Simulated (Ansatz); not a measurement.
The calculation used Ansatz, DFT PBE, scalar-relativistic, plane waves, PAW. All cells share a 420 eV cutoff and Γ-centred k meshes spaced at most about 0.3 Å⁻¹ (about 0.25 or finer for metals, 2π included). No spin polarisation.

Each guess is relaxed in cell and atoms at zero pressure, on a coarse mesh first where it starts far from rest and then on a converged one. The steps can't lower the symmetry of the start, but it can rise. Energies are static (0 K, no zero-point motion).

Two unrelaxed guesses for Si5Mo:

A.

```cif
data_structure
_symmetry_space_group_name_H-M 'R-3m:H'
_symmetry_Int_Tables_number 166
_cell_length_a 7.1053
_cell_length_b 7.1053
_cell_length_c 14.2547
_cell_angle_alpha 90.000
_cell_angle_beta 90.000
_cell_angle_gamma 120.000
_cell_volume 623.24
loop_
_atom_site_label
_atom_site_type_symbol
_atom_site_symmetry_multiplicity
_atom_site_Wyckoff_symbol
_atom_site_fract_x
_atom_site_fract_y
_atom_site_fract_z
_atom_site_occupancy
Si1 Si 9 d 0.16667 0.33333 0.83333 1
Si2 Si 6 c 0.33333 0.66667 0.78725 1
Mo1 Mo 3 a 0.00000 0.00000 0.00000 1
```

B.

```cif
data_structure
_symmetry_space_group_name_H-M 'P-6m2'
_symmetry_Int_Tables_number 187
_cell_length_a 2.7547
_cell_length_b 2.7547
_cell_length_c 13.3899
_cell_angle_alpha 90.000
_cell_angle_beta 90.000
_cell_angle_gamma 120.000
_cell_volume 88.00
loop_
_atom_site_label
_atom_site_type_symbol
_atom_site_symmetry_multiplicity
_atom_site_Wyckoff_symbol
_atom_site_fract_x
_atom_site_fract_y
_atom_site_fract_z
_atom_site_occupancy
Si1 Si 2 i 0.66667 0.33333 0.83533 1
Si2 Si 2 g 0.00000 0.00000 0.66764 1
Si3 Si 1 f 0.66667 0.33333 0.50000 1
Mo1 Mo 1 a 0.00000 0.00000 0.00000 1
```

Question: Where do they end, and which end is lower?

Answer: B ends lower, by 243 meV/atom. A: R-3m at 34.6 Å³/atom → R-3m at 19.3 Å³/atom; B: P-6m2 at 14.7 Å³/atom → P-6m2 at 14.8 Å³/atom. Counting Si atoms around Mo (those within 1.25 times the shortest such distance or 1.15 times the sum of covalent radii), the end of A has Mo 8 and the end of B has Mo 6. The end of A holds Si–Si bonds in all directions (shortest 2.16 Å); in the end of B the shortest Si–Si distance is 2.62 Å, near bonding range too. End of A. Conventional cell: a = 7.562 Å, c = 7.030 Å. Around Si on a site of symmetry 2/m lie 2 Mo at 2.48 Å and 2 Si at 2.52 Å; Si on a site of symmetry 3m has 1 Si at 2.16 Å, 1 Mo at 2.43 Å and 3 Si at 2.52 Å; Mo is surrounded by 8 Si at 2.43–2.48 Å. End of B. Conventional cell: a = 2.909 Å, c = 12.161 Å. Si on a site of symmetry 3m is surrounded by 3 Mo at 2.57 Å, 3 Si at 2.62 Å and 6 Si at 2.91 Å; around Si on a second site of symmetry 3m lie 6 Si at 2.62–2.70 Å and 6 Si at 2.91 Å; Mo is surrounded by 6 Si at 2.57 Å and 6 Mo at 2.91 Å; 1 more site not described.

Ends held by symmetry can be saddle points. Even the lowest of the cells shown lies +0.34 eV/atom against the elements. Some candidate types were left out of the draw beforehand, so a known form may be missing.
